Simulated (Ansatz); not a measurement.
Crystal: AgCl.

```
Ag Cl
1.0
     3.43397    0.00000    0.00000
     0.00000    3.43397    0.00000
     0.00000    0.00000    3.43397
Ag Cl
1 1
Direct
  0.00000 0.00000 0.00000
  0.50000 0.50000 0.50000
```

Measurements of this composition are mostly on another form, of space group No. 225.

```yaml
Program: Ansatz 0.2.0
Task: relaxation of cell and atoms
Functional: revPBE
Potentials_or_basis: Ansatz PAW
Cutoff: "420 eV (not typed: the program's choice for these potentials)"
k_mesh: 8 × 8 × 8
Occupations: tetrahedron
Spin: no spin polarisation
```

At the start: volume 20.25 Å³/atom.

Q: How do energy, volume and symmetry change on relaxing?

A: It ends after 4 steps and the volume is 21.35 Å³/atom (+5.5 %); space group Pm-3m (No. 221, to 0.05 Å).

Step by step:
| step | energy change (eV) | largest force (eV/Å) | volume (Å³) |
| --- | --- | --- | --- |
| 1 | 0.0000 | 0.0000 | 40.49 |
| 2 | -0.0144 | 0.0000 | 42.54 |
| 3 | -0.0145 | 0.0000 | 42.70 |
| 4 | -0.0149 | 0.0000 | 42.70 |

Final structure:
```
Ag Cl
1.0
     3.49528    0.00000    0.00000
     0.00000    3.49528    0.00000
     0.00000    0.00000    3.49528
Ag Cl
1 1
Direct
  0.00000 0.00000 0.00000
  0.50000 0.50000 0.50000
```

Caveat: the plane-wave basis is chosen anew once the cell has moved, so the energies of steps on either side of that aren't comparable; the PAW data sets come from PBE, with cores solved anew for the run's functional, which leaves a small shift of forces and pressure; with tetrahedron occupations forces and stress needn't match the slope of the energy.
